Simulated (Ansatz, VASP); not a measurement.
Ti in VASP and in Ansatz

```xyz
1
Lattice="0.0000 2.0447 2.0447 2.0447 0.0000 2.0447 2.0447 2.0447 0.0000" Properties=species:S:1:pos:R:3 pbc="T T T"
Ti    0.0000    0.0000    0.0000
```

Alike in both runs: task single point; functional revPBE; k mesh 15 × 15 × 15; occupations fermi-dirac, width 0.1 eV; no spin polarisation.

|  | VASP | Ansatz |
| --- | --- | --- |
| version | VASP 6.6.1 | Ansatz 0.2.0 |
| potentials or method | VASP PAW PBE potentials, release 64 (Ti_sv) | plane waves (420 eV) with PAW, scalar-relativistic |
| plane-wave cutoff (eV) | 520 | 420 |
| valence electrons in the cell | 12 | 12 |

|  | VASP | Ansatz | Ansatz less VASP |
| --- | --- | --- | --- |
| pressure (GPa) | 4.2 | 4.5 | +0.30 |

Caveats: the PAW data sets were made with another functional, which shifts forces and pressure a little (VASP).
